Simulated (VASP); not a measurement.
The system is CdS (Hawleyite).

```
Cd S
1.0
     0.00000    2.91650    2.91650
     2.91650    0.00000    2.91650
     2.91650    2.91650    0.00000
Cd S
1 1
Cartesian
  0.0000 0.0000 0.0000
  4.3748 4.3748 4.3748
```

Program: VASP 6.6.1. Alike in all runs: task band structure; potentials or basis VASP PAW PBE potentials, release 64 (Cd, S); no spin polarisation; cell as given; k mesh 6 × 6 × 6; cutoff (eV) 520; smearing gaussian 0.02 eV.

Problem. Order these runs on this cell by their band gap on the k mesh, lowest first.
A. level PBE0; exchange at q = 0 truncated
B. level HSE06; screening parameter 0.2 1/A
C. level HSE03

Solution. C (1.98 eV), B (2.19 eV), A (2.82 eV).
